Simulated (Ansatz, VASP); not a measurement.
**NaF: VASP beside Ansatz**

The input POSCAR:

```
NaF
1.0
    2.7934852186     -0.0518191508      0.0000000000
   -0.0518191508      2.7934852186      0.0000000000
    0.0000000000      0.0000000000      2.7934852186
Na F
1 1
Direct
    0.0000000000      0.0000000000      0.0000000000
    0.5000000000      0.5000000000      0.5000000000
```

File INCAR.step1:

```
PREC = Accurate
ENCUT = 520
ISMEAR = 0
SIGMA = 0.01
LREAL = False
LASPH = True
NELM = 100
NBANDS = 14
GGA = PE
ALGO = Normal
EDIFF = 1E-4
LWAVE = True
LCHARG = False
```

File INCAR.step2:

```
PREC = Accurate
ENCUT = 520
EDIFF = 1E-6
ISMEAR = 0
SIGMA = 0.01
LREAL = False
LASPH = True
NELM = 100
ALGO = Normal
ISIF = 2
LWAVE = False
LCHARG = False
METAGGA = R2SCAN
LMIXTAU = True
NBANDS = 14
ISTART = 1
```

File KPOINTS:

```
Automatic mesh
0
Gamma
  10 10 10
```

Input for Ansatz:

```yaml
crystal:
  lattice:
    - [2.7934852186, -0.0518191508, 0.0]
    - [-0.0518191508, 2.7934852186, 0.0]
    - [0.0, 0.0, 2.7934852186]
  atoms:
    - { symbol: Na, position: [0.0, 0.0, 0.0] }
    - { symbol: F, position: [0.5, 0.5, 0.5] }
kpoints:
  mp_grid: { grid: [10, 10, 10] }
  band_path:
    path: [[0.0, 0.0, 0.0], [0.0, 0.5, 0.0], [0.5, 0.5, 0.0], [0.5, 0.5, 0.5]]
    npoints: 1
hamiltonian:
  xc: r2scan
scf:
  occupations: { method: fixed }
  n_extra_bands: 4
output:
  forces: true
  stress: true
  eigenvalues: true
```

Change from the starting cell: shear_xy strain -3.7%.

Alike in both runs: task single point; functional r2SCAN; k mesh 10 × 10 × 10; no spin polarisation.

|  | VASP | Ansatz |
| --- | --- | --- |
| version | VASP 6.6.1 | Ansatz 0.2.0 |
| potentials or method | VASP PAW PBE potentials, release 64 (Na_pv, F) | plane waves, PAW |
| plane-wave cutoff (eV) | 520 | 500 |
| occupations | gaussian, width 0.01 eV | fixed |
| valence electrons in the cell | 14 | 16 |

Ansatz gave:

```
gap on the k mesh at the Fermi level (eV)       : 7.06
pressure (GPa)                                  : 0.1
largest component of the traceless stress (GPa) : 0.22
```

Task: Estimate VASP's values.

Result: gap on the k mesh at the Fermi level (eV): 7.12; pressure (GPa): -0.6; largest component of the traceless stress (GPa): 0.17.

The two sets of potentials don't hold the same shells in valence.

Caveats: the PAW data sets were made with another functional, which shifts forces and pressure a little (VASP). A k mesh can miss the band edges.
